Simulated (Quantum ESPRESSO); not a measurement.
# SnO (P4/nmm) in Quantum ESPRESSO: a series of runs, part 4 of 4

Quantum ESPRESSO 7.5.

**6. Dielectric tensor, PBEsol**

pw.in reads:

```
&CONTROL
  calculation = 'scf'
  prefix = 'pwscf'
  outdir = './tmp'
  pseudo_dir = './pseudo'
  tprnfor = .true.
  tstress = .true.
  disk_io = 'low'
/
&SYSTEM
  ibrav = 0
  celldm(1) = 8
  nat = 4
  ntyp = 2
  ecutwfc = 84
  nbnd = 28
  occupations = 'smearing'
  smearing = 'fd'
  degauss = 0.00367493
/
&ELECTRONS
  conv_thr = 8d-10
  electron_maxstep = 120
  mixing_beta = 0.5
/
ATOMIC_SPECIES
Sn   118.7100 Sn.upf
O     15.9990 O.upf
CELL_PARAMETERS alat
  0.9008549360743   0.0000000000000   0.0000000000000
  0.0000000000000   0.9008549360743   0.0000000000000
  0.0000000000000   0.0000000000000   1.1543659664739
ATOMIC_POSITIONS crystal
Sn     0.5000000000    0.0000000000    0.7646261400
Sn     0.0000000000    0.5000000000    0.2353738600
O      0.0000000000    0.0000000000    0.0000000000
O      0.5000000000    0.5000000000    0.0000000000
K_POINTS automatic
6 6 4 1 1 1
```

gamma.in reads:

```
&CONTROL
  calculation = 'bands'
  prefix = 'pwscf'
  outdir = './tmp'
  pseudo_dir = './pseudo'
  disk_io = 'low'
  verbosity = 'high'
/
&SYSTEM
  ibrav = 0
  celldm(1) = 8
  nat = 4
  ntyp = 2
  ecutwfc = 84
  nbnd = 28
  occupations = 'smearing'
  smearing = 'fd'
  degauss = 0.00367493
/
&ELECTRONS
  conv_thr = 1d-08
  electron_maxstep = 120
  mixing_beta = 0.5
  diago_full_acc = .true.
  startingwfc = 'random'
/
ATOMIC_SPECIES
Sn   118.7100 Sn.upf
O     15.9990 O.upf
CELL_PARAMETERS alat
  0.9008549360743   0.0000000000000   0.0000000000000
  0.0000000000000   0.9008549360743   0.0000000000000
  0.0000000000000   0.0000000000000   1.1543659664739
ATOMIC_POSITIONS crystal
Sn     0.5000000000    0.0000000000    0.7646261400
Sn     0.0000000000    0.5000000000    0.2353738600
O      0.0000000000    0.0000000000    0.0000000000
O      0.5000000000    0.5000000000    0.0000000000
K_POINTS crystal
1
0.0 0.0 0.0 1
```

scf2.in reads:

```
&CONTROL
  calculation = 'scf'
  prefix = 'pwscf'
  outdir = './tmp'
  pseudo_dir = './pseudo'
  tprnfor = .true.
  tstress = .true.
  disk_io = 'low'
/
&SYSTEM
  ibrav = 0
  celldm(1) = 8
  nat = 4
  ntyp = 2
  ecutwfc = 84
  nbnd = 28
  occupations = 'fixed'
/
&ELECTRONS
  conv_thr = 1d-13
  electron_maxstep = 120
  mixing_beta = 0.5
  startingpot = 'file'
/
ATOMIC_SPECIES
Sn   118.7100 Sn.upf
O     15.9990 O.upf
CELL_PARAMETERS alat
  0.9008549360743   0.0000000000000   0.0000000000000
  0.0000000000000   0.9008549360743   0.0000000000000
  0.0000000000000   0.0000000000000   1.1543659664739
ATOMIC_POSITIONS crystal
Sn     0.5000000000    0.0000000000    0.7646261400
Sn     0.0000000000    0.5000000000    0.2353738600
O      0.0000000000    0.0000000000    0.0000000000
O      0.5000000000    0.5000000000    0.0000000000
K_POINTS automatic
6 6 4 1 1 1
```

ph.in reads:

```
dielectric of SnO
&INPUTPH
  prefix = 'pwscf'
  outdir = './tmp'
  tr2_ph = 1d-18
  fildyn = 'dyn'
  niter_ph = 90
  alpha_mix(1) = 0.7
  epsil = .true.
  trans = .false.
  zeu = .true.
/
0.0000000000 0.0000000000 0.0000000000
```

Potentials or basis: PseudoDojo 0.4.1 SR PBEsol standard.

Started as:

```console
OMP_NUM_THREADS=1 pw.x -in pw.in > pw.out
OMP_NUM_THREADS=1 pw.x -in gamma.in > gamma.out
OMP_NUM_THREADS=1 pw.x -in scf2.in > scf2.out
OMP_NUM_THREADS=1 ph.x -in ph.in > ph.out
```

pw.out:

```text
This program is part of the open-source Quantum ESPRESSO suite
     for quantum simulation of materials; please cite
[... 9 lines left out ...]
     --------------------
     sticks:   dense  smooth     PW     G-vecs:    dense   smooth      PW
     Sum        1389    1389    385                49833    49833    7485

     Using Slab Decomposition

     bravais-lattice index     =            0
     lattice parameter (alat)  =       8.0000  a.u.
     unit-cell volume          =     479.6486 (a.u.)^3
     number of atoms/cell      =            4
     number of atomic types    =            2
     number of electrons       =        40.00
     number of Kohn-Sham states=           28
     kinetic-energy cutoff     =      84.0000  Ry
     charge density cutoff     =     336.0000  Ry
     scf convergence threshold =      8.0E-10
     mixing beta               =       0.5000
     number of iterations used =            8  plain     mixing
     Exchange-correlation= PBESOL
                           (   1   4  10   8   0   0   0)

     celldm(1)=   8.000000  celldm(2)=   0.000000  celldm(3)=   0.000000
     celldm(4)=   0.000000  celldm(5)=   0.000000  celldm(6)=   0.000000

     crystal axes: (cart. coord. in units of alat)
               a(1) = (   0.900855   0.000000   0.000000 )
               a(2) = (   0.000000   0.900855   0.000000 )
               a(3) = (   0.000000   0.000000   1.154366 )

     reciprocal axes: (cart. coord. in units 2 pi/alat)
               b(1) = (  1.110057  0.000000  0.000000 )
               b(2) = (  0.000000  1.110057  0.000000 )
               b(3) = (  0.000000  0.000000  0.866276 )

     PseudoPot. # 1 for Sn read from file:
     Sn.upf
     Pseudo is Norm-conserving + core correction, Zval = 14.0
     Generated using ONCVPSP code by D. R. Hamann
     Using radial grid of 1628 points,  6 beta functions with:
                l(1) =   0
                l(2) =   0
                l(3) =   1
                l(4) =   1
                l(5) =   2
                l(6) =   2

     PseudoPot. # 2 for O  read from file:
     O.upf
     Pseudo is Norm-conserving + core correction, Zval =  6.0
     Generated using ONCVPSP code by D. R. Hamann
     Using radial grid of  936 points,  5 beta functions with:
                l(1) =   0
                l(2) =   0
                l(3) =   1
                l(4) =   1
                l(5) =   2

     atomic species   valence    mass     pseudopotential
     Sn               14.00   118.71000     Sn( 1.00)
     O                 6.00    15.99900     O ( 1.00)

     16 Sym. Ops., with inversion, found ( 8 have fractional translation)

   Cartesian axes

     site n.     atom                  positions (alat units)
         1        Sn     tau(   1) = (   0.4504275   0.0000000   0.8826584  )
         2        Sn     tau(   2) = (   0.0000000   0.4504275   0.2717076  )
         3        O      tau(   3) = (   0.0000000   0.0000000   0.0000000  )
         4        O      tau(   4) = (   0.4504275   0.4504275   0.0000000  )

     number of k points=    12  Fermi-Dirac smearing, width (Ry)=  0.0037
                       cart. coord. in units 2pi/alat
        k(    1) = (   0.0925047   0.0925047   0.1082846), wk =   0.1111111
        k(    2) = (   0.0925047   0.0925047   0.3248537), wk =   0.1111111
        k(    3) = (   0.0925047   0.2775142   0.1082846), wk =   0.2222222
        k(    4) = (   0.0925047   0.2775142   0.3248537), wk =   0.2222222
        k(    5) = (   0.0925047   0.4625236   0.1082846), wk =   0.2222222
        k(    6) = (   0.0925047   0.4625236   0.3248537), wk =   0.2222222
        k(    7) = (   0.2775142   0.2775142   0.1082846), wk =   0.1111111
        k(    8) = (   0.2775142   0.2775142   0.3248537), wk =   0.1111111
        k(    9) = (   0.2775142   0.4625236   0.1082846), wk =   0.2222222
        k(   10) = (   0.2775142   0.4625236   0.3248537), wk =   0.2222222
        k(   11) = (   0.4625236   0.4625236   0.1082846), wk =   0.1111111
        k(   12) = (   0.4625236   0.4625236   0.3248537), wk =   0.1111111

     Dense  grid:    49833 G-vectors     FFT dimensions: (  48,  48,  54)

     Initial potential from superposition of free atoms

     starting charge      39.9972, renormalised to      40.0000
     Starting wfcs are   26 randomized atomic wfcs +    2 random wfcs

     Self-consistent Calculation

     iteration #  1     ecut=    84.00 Ry     beta= 0.50
     Davidson diagonalization with overlap
     ethr =  1.00E-02,  avg # of iterations =  5.2

     total energy              =    -380.12533218 Ry
     estimated scf accuracy    <       0.99498030 Ry
[... 57 lines left out ...]
     iteration # 10     ecut=    84.00 Ry     beta= 0.50
     Davidson diagonalization with overlap
     ethr =  3.42E-11,  avg # of iterations =  2.1

     End of self-consistent calculation

          k = 0.0925 0.0925 0.1083 (  6232 PWs)   bands (ev):

   -12.0520 -11.6394 -11.6335 -11.6253 -11.5989 -11.5844 -11.5780 -11.5342
   -11.5196 -11.5177 -10.1158  -7.6122   1.7381   3.3871   3.8003   3.8970
     6.1936   6.3628   6.7892   9.7081  12.0412  13.4043  13.6310  14.6544
    15.7327  15.8899  17.0260  18.0227
[... 73 lines left out ...]
   -12.0011 -11.9819 -11.6020 -11.5953 -11.5727 -11.5690 -11.5359 -11.5354
   -11.5184 -11.5156  -8.5819  -8.3951   0.8856   1.0826   4.0396   4.4414
     7.0269   7.3289   7.3692   7.5103  11.7597  11.8029  13.7683  14.6059
    15.1853  16.0555  19.0130  19.1890

     the Fermi energy is    10.0817 ev

!    total energy              =    -380.51753145 Ry
     estimated scf accuracy    <          9.0E-11 Ry
     smearing contrib. (-TS)   =      -0.00000394 Ry
     internal energy E=F+TS    =    -380.51752751 Ry

     The total energy is F=E-TS. E is the sum of the following terms:
     one-electron contribution =    -140.21876713 Ry
     hartree contribution      =      97.64489144 Ry
     xc contribution           =    -103.82412142 Ry
     ewald contribution        =    -234.11953040 Ry

     convergence has been achieved in  10 iterations

     Forces acting on atoms (cartesian axes, Ry/au):

     atom    1 type  1   force =     0.00000000    0.00000000   -0.00616805
     atom    2 type  1   force =     0.00000000    0.00000000    0.00616805
     atom    3 type  2   force =     0.00000000    0.00000000    0.00000000
     atom    4 type  2   force =     0.00000000    0.00000000    0.00000000

     Total force =     0.008723     Total SCF correction =     0.000067

     Computing stress (Cartesian axis) and pressure

          total   stress  (Ry/bohr**3)                   (kbar)     P=       -0.03
   0.00001016   0.00000000   0.00000000            1.49        0.00        0.00
   0.00000000   0.00001016   0.00000000            0.00        1.49        0.00
   0.00000000   0.00000000  -0.00002097            0.00        0.00       -3.08

=------------------------------------------------------------------------------=
   JOB DONE.
=------------------------------------------------------------------------------=
```

Wall time 16 min (1 thread of Intel Xeon at 2.50GHz (Skylake/Cascade Lake), shared host); peak memory 0.13 GiB.

Results:

```yaml
Free_energy: -5177.2048 eV
Pressure: 0.0 GPa
Largest_force: 0.159 eV/Å
Electronic_dielectric_tensor_diagonal: 8.28, 8.28, 7.20
Born_charges_mean_of_the_diagonal: Sn +3.03; O -3.03 e
```

Forces in eV/Å, atoms in the order of the input:
```
Sn   0.000  0.000 -0.159
Sn   0.000  0.000  0.159
O    0.000  0.000  0.000
O    0.000  0.000  0.000
```

Levels at points of the mesh, in eV from the valence-band top:
```tsv
k point	band 18	band 19	band 20	band 21	band 22	band 23
(0.08, 0.08, 0.12)	-3.35	-2.92	0.00	2.33	3.70	3.92
```

Electronic dielectric tensor:
```
8.28 0.00 0.00
0.00 8.28 0.00
0.00 0.00 7.20
```

Born effective charge tensors (e):
atom 1, Sn
```
3.09 0.00 0.00
0.00 3.09 0.00
0.00 0.00 2.91
```
atom 2, Sn
```
3.09 0.00 0.00
0.00 3.09 0.00
0.00 0.00 2.91
```
atom 3, O
```
-3.09  0.00  0.00
 0.00 -3.09  0.00
 0.00  0.00 -2.91
```
atom 4, O
```
-3.09  0.00  0.00
 0.00 -3.09  0.00
 0.00  0.00 -2.91
```

Caveat: the mesh is thin for the dielectric tensor, Born charges and intensities, which usually come out too large.

**7. The runs side by side**

| level | potentials or basis | k mesh | cutoff (eV) | form of the LDA correlation | pressure (GPa) | largest force (eV/Å) |
| --- | --- | --- | --- | --- | --- | --- |
| PBEsol | GBRV 1.5 PBEsol | 6 × 6 × 6, shifted | 925 | - | -0.5 | 0.11 |
| PBEsol | GBRV 1.5 PBEsol | 8 × 8 × 6, shifted | 925 | - | -0.5 | 0.11 |
| LDA | PseudoDojo 0.4.1 SR LDA standard | 6 × 6 × 4, shifted | 1143 | PW92 | -3.1 | 0.19 |
| PBE | PseudoDojo 0.4.1 SR PBE standard | 6 × 6 × 4, shifted | 1143 | - | 4.1 | 0.45 |
| PBEsol | PseudoDojo 0.4.1 SR PBEsol standard | 6 × 6 × 4, shifted | 1143 | - | 0.0 | 0.16 |

Alike in all rows: task dielectric tensor; no spin polarisation; cell as given; smearing fermi-dirac 0.05 eV.

Caveats: the cell is more than 3 GPa from zero pressure, which shifts response properties (some runs); the gap on the mesh is small and may close between mesh points, in which case fixed occupations spoil the response (some runs).

Absolute energies hang on the potentials; compare differences alone.
